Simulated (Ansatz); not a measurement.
The system is TiTe2.

```
Te Ti
1.0
     3.77700    0.00000    0.00000
    -1.88850    3.27098    0.00000
     0.00000    0.00000    6.49800
Te Ti
2 1
Direct
  0.33333 0.66667 0.73720
  0.66667 0.33333 0.26280
  0.00000 0.00000 0.00000
```

| Item | Value |
| --- | --- |
| Program | Ansatz 0.2.0 |
| Task | relaxation of cell and atoms |
| Functional | PBEsol |
| Potentials or basis | Ansatz PAW |
| Cutoff | 420 eV (not typed: the program's choice for these potentials) |
| k mesh | 8 × 8 × 4 |
| Occupations | fermi-dirac, width 0.05 eV |
| Spin | no spin polarisation |

At the start: volume 26.76 Å³/atom.

Problem. Where does the relaxation end?

Solution. It ends after 6 steps and the volume is 25.40 Å³/atom (-5.1 %); space group P-3m1 (No. 164, to 0.05 Å).

Step by step:
```
step  energy change (eV)  largest force (eV/Å)  volume (Å³)
   1              0.0000                0.1278        80.28
   2             -0.0035                0.0997        72.66
   3             -0.0243                0.1453        76.88
   4             -0.0275                0.0007        76.37
   5             -0.0276                0.0040        76.20
   6             -0.0269                0.0039        76.20
```

Final structure:
```
CELL_PARAMETERS angstrom
3.70582 0.00000 0.00000
-1.85291 3.20933 0.00000
0.00000 0.00000 6.40669
ATOMIC_POSITIONS crystal
Te 0.33333 0.66667 0.73215
Te 0.66667 0.33333 0.26785
Ti 0.00000 0.00000 0.00000
```

Caveat: the plane-wave basis is chosen anew once the cell has moved, so the energies of steps on either side of that aren't comparable; this functional lacks dispersion, which binds the layers, so the pressure and a relaxed spacing across them are unreliable; the PAW data sets come from PBE, with cores solved anew for the run's functional, which leaves a small shift of forces and pressure.
